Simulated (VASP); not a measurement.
Ag, 1 atom in the cell. It takes space group Fm-3m (No. 225, cubic). The conventional cell has a = 4.052 Å, b = 4.052 Å, c = 4.052 Å, α = 90.00°, β = 90.00°, γ = 90.00°. Ag (site symmetry m-3m) has 12 Ag at 2.86 Å as nearest neighbours. 

- Program: VASP 6.6.1
- Task: band structure
- Functional: PBE
- Potentials or basis: VASP PAW PBE potentials, release 64 (Ag)
- Cutoff: 520 eV
- k mesh: 16 × 16 × 16
- Occupations: methfessel-paxton, width 0.1 eV
- Spin: spin-orbit coupling, no magnetisation
- Further INCAR settings: ALGO = Normal; EDIFF = 1e-06

Potentials or basis: VASP PAW PBE potentials, release 64 (Ag).

The run is started by

```bash
$ cat potpaw_PBE.64/Ag/POTCAR > POTCAR
$ mpirun -np 4 vasp_ncl > vasp.out
```

Hardware: 4 MPI ranks on Intel(R) Xeon(R) Platinum 8259CL CPU @ 2.50GHz (Skylake/Cascade Lake), with other jobs on the host.

Question: Estimate the wall time of this run.

Answer: Wall time 35 s on 4 MPI ranks on Intel(R) Xeon(R) Platinum 8259CL CPU @ 2.50GHz (Skylake/Cascade Lake), with other jobs on the host, peak memory 0.27 GiB a rank. Counts: scf iterations 27, k points 145.
